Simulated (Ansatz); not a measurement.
# C: the cost of one run

Program: Ansatz 0.2.0. Level of theory: DFT PBE+D3(BJ), scalar-relativistic, plane waves, PAW. These are calculated values, not measurements.

4 further runs of the same task are left out: 4 set aside as unsound or not needed.

### Step 1. The structure to begin with

The structure is hexagonal, space group P6/mmm (No. 191). The conventional cell has a = 2.465 Å, b = 2.465 Å, c = 3.567 Å, α = 90.00°, β = 90.00°, γ = 120.00°. C (site symmetry -6m2) is surrounded by 3 C at 1.42 Å.

Coordinates:

```
CELL_PARAMETERS angstrom
2.46474 0.00000 0.00000
-1.23237 2.13453 0.00000
0.00000 0.00000 3.56743
ATOMIC_POSITIONS crystal
C 0.33333 0.66667 0.00000
C 0.66667 0.33333 0.00000
```

It goes back to an entry of the Materials Project, which need not be the stable form.

It is the result of an earlier relaxation at this level (volume 9.38 Å³/atom; gap on the mesh: none (metal)).

### Step 2. The defect cell, relaxed

The supercell's rows are 0 0 2; -1 2 1; -3 -2 1 in vectors of the relaxed cell. Atom 33 is the C that will move.

The input, input.yaml:

```yaml
crystal:
  lattice:
    - [0.0, 0.0, 7.1348525476]
    - [-4.9294762873, 4.2690516923, 3.5674262738]
    - [-4.9294762874, -4.2690516922, 3.5674262738]
  atoms:
    - { symbol: C, position: [0.375, 0.5416666667, 0.7083333333] }
    - { symbol: C, position: [0.875, 0.5416666667, 0.7083333333] }
    - { symbol: C, position: [0.25, 0.9166666667, 0.5833333333] }
    - { symbol: C, position: [0.75, 0.9166666667, 0.5833333333] }
    - { symbol: C, position: [0.125, 0.2916666667, 0.4583333333] }
    - { symbol: C, position: [0.625, 0.2916666667, 0.4583333333] }
    - { symbol: C, position: [0.0, 0.6666666667, 0.3333333333] }
    - { symbol: C, position: [0.5, 0.6666666667, 0.3333333333] }
    - { symbol: C, position: [0.375, 0.0416666667, 0.2083333333] }
    - { symbol: C, position: [0.875, 0.0416666667, 0.2083333333] }
    - { symbol: C, position: [0.25, 0.4166666667, 0.0833333333] }
    - { symbol: C, position: [0.75, 0.4166666667, 0.0833333333] }
    - { symbol: C, position: [0.125, 0.7916666667, 0.9583333333] }
    - { symbol: C, position: [0.625, 0.7916666667, 0.9583333333] }
    - { symbol: C, position: [1.0, 0.1666666667, 0.8333333333] }
    - { symbol: C, position: [0.5, 0.1666666667, 0.8333333333] }
    - { symbol: C, position: [0.5, 0.3333333333, 0.6666666667] }
    - { symbol: C, position: [0.0, 0.3333333333, 0.6666666667] }
    - { symbol: C, position: [0.375, 0.7083333333, 0.5416666667] }
    - { symbol: C, position: [0.875, 0.7083333333, 0.5416666667] }
    - { symbol: C, position: [0.25, 0.0833333333, 0.4166666667] }
    - { symbol: C, position: [0.75, 0.0833333333, 0.4166666667] }
    - { symbol: C, position: [0.125, 0.4583333333, 0.2916666667] }
    - { symbol: C, position: [0.625, 0.4583333333, 0.2916666667] }
    - { symbol: C, position: [0.5, 0.8333333333, 0.1666666667] }
    - { symbol: C, position: [0.0, 0.8333333333, 0.1666666667] }
    - { symbol: C, position: [0.375, 0.2083333333, 0.0416666667] }
    - { symbol: C, position: [0.875, 0.2083333333, 0.0416666667] }
    - { symbol: C, position: [0.25, 0.5833333333, 0.9166666667] }
    - { symbol: C, position: [0.75, 0.5833333333, 0.9166666667] }
    - { symbol: C, position: [0.125, 0.9583333333, 0.7916666667] }
    - { symbol: C, position: [0.625, 0.9583333333, 0.7916666667] }
    - { symbol: C, position: [0.2692577329, 0.0101888984, -0.0003324466] }
basis:
  ecutwfc: 420
  xc_grid: 2
kpoints:
  mp_grid: { grid: [4, 4, 4], shift: [0.0, 0.0, 0.0] }
hamiltonian:
  xc: pbe
  dispersion: d3bj
scf:
  occupations: { method: gaussian, width: 0.1 }
output:
  forces: true
  stress: false
  eigenvalues: true
relax:
  adjacent_minimum: "off"
  f_tol: 0.02
  max_steps: 60
```

Launch:

```bash
$ ansatz run input.yaml --threads 4 --pin off --max-ram 10240MiB --backend cpu --events-out ev --progress --plain --runs-dir out
```

What time and memory should one allow on 4 threads of Arm Neoverse V2, shared host?

About 12 min, with a peak of 1.4 GiB.
